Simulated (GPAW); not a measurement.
TiB:

```
Ti B
1.0
     6.12000    0.00000    0.00000
     0.00000    3.06000    0.00000
     0.00000    0.00000    4.56000
Ti B
4 4
Direct
  0.67700 0.25000 0.37700
  0.32300 0.75000 0.62300
  0.82300 0.75000 0.87700
  0.17700 0.25000 0.12300
  0.52900 0.25000 0.89700
  0.47100 0.75000 0.10300
  0.97100 0.75000 0.39700
  0.02900 0.25000 0.60300
```

Program: GPAW 26.7.0. Alike in all runs: no spin polarisation; cell as given; smearing fermi-dirac 0.05 eV.

**Question.** Order these runs on this cell by their pressure, lowest first.
A. level r2SCAN; potentials or basis GPAW PAW data sets (gpaw-data 1.2.1), pw; k mesh 3 × 6 × 4; cutoff (eV) 800; maxiter 150; band path GXSYGZURTZ,YT,UX,SR; band points 80; mesh quality not flagged
B. level PBEsol; potentials or basis PAW data sets generated in the run's folder for this functional, pw; k mesh 5 × 9 × 6; cutoff (eV) 800; maxiter 150; mesh quality not flagged
C. level LDA; potentials or basis the program's PAW data sets (release 1.2.1) made for this functional, pw; k mesh 3 × 5 × 4; cutoff (eV) 600; maxiter 120; convergence default; mesh quality coarse

**Answer.** C (-11.0 GPa), B (-5.4 GPa), A (-1.4 GPa).

Caveats: some runs use coarse meshes; the cutoff is short for stress and forces, so pressures can be off by a GPa or more (some runs); the PAW data sets were made with another functional, which shifts forces and pressure a little (some runs).

Not every run made on this cell is shown here.
